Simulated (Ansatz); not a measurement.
## Ge: clamped-ion strain scan

Theory: Ansatz, DFT PBEsol, scalar-relativistic, plane waves, PAW. Settings: plane waves to 420 eV, k-mesh 24×24×24 (Γ-centred), Gaussian smearing 0.15 eV. No spin polarisation. Energies are free energies at this smearing, counted from the undisturbed cell; pressure is positive in compression.

Reference structure (relaxed at this level; this form isn't the usual structure):

```xyz
2
Lattice="-2.5638 2.5621 1.3968 2.5638 -2.5621 1.3968 2.5638 2.5621 -1.3968" Properties=species:S:1:pos:R:3 pbc="T T T"
Ge    2.5638   -1.2811    1.0466
Ge    0.0000    3.8432    0.3502
```

The cell is strained by ε times the Voigt pattern (1, -1, 0, 0, 0, 0) (xx, yy, zz, yz, xz, xy; engineering shear) with fractional coordinates fixed. The cell is metallic on the mesh throughout.

| ε | ΔE (meV/atom) | stress summed along the pattern (GPa, tension positive) |
| --- | --- | --- |
| -0.1500 | 470.2 | -56.42 |
| -0.1125 | 250.2 | -39.75 |
| -0.0750 | 107.0 | -25.04 |
| 0.0000 | 0.0 | 0.05 |
| 0.0375 | 26.3 | 12.31 |
| 0.0750 | 107.9 | 25.15 |
| 0.1125 | 251.5 | 39.84 |
| 0.1500 | 471.8 | 56.45 |